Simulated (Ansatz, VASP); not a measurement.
One calculation of PtS2, two programs

```xyz
3
Lattice="3.5414 0.0000 0.0000 -1.7707 3.0670 0.0000 0.0000 0.0000 30.8255" Properties=species:S:1:pos:R:3 pbc="T T T"
S     1.7707    1.0223   14.1710
S     0.0000    2.0447   16.6545
Pt    0.0000    0.0000   15.4127
```

Alike in both runs: functional PBE; dispersion D3(BJ); k mesh 9 × 9 × 1; occupations gaussian, width 0.02 eV; no spin polarisation.

Ansatz relaxed the structure, and its values are those at the end. VASP's run is a single point on that final structure, the one shown.

|  | VASP | Ansatz |
| --- | --- | --- |
| version | VASP 6.6.1 | Ansatz 0.2.0 |
| potentials or method | VASP PAW PBE potentials, release 64 (S, Pt) | scalar-relativistic, plane waves, PAW |
| plane-wave cutoff (eV) | 520 | 420 |
| valence electrons in the cell | 22 | 30 |

|  | VASP | Ansatz | Ansatz less VASP |
| --- | --- | --- | --- |
| gap on the k mesh at the Fermi level (eV) | 1.84 | 1.84 | -0.002 |
| least direct gap on the mesh (eV) | 1.92 | 1.92 | -0.003 |
| rms of the force components (eV/Å) | 0.018 | 0.000 | -0.0180 |

The two sets of potentials don't hold the same shells in valence.

Caveats: spin-orbit coupling is left out, which moves the levels of the heavy elements.
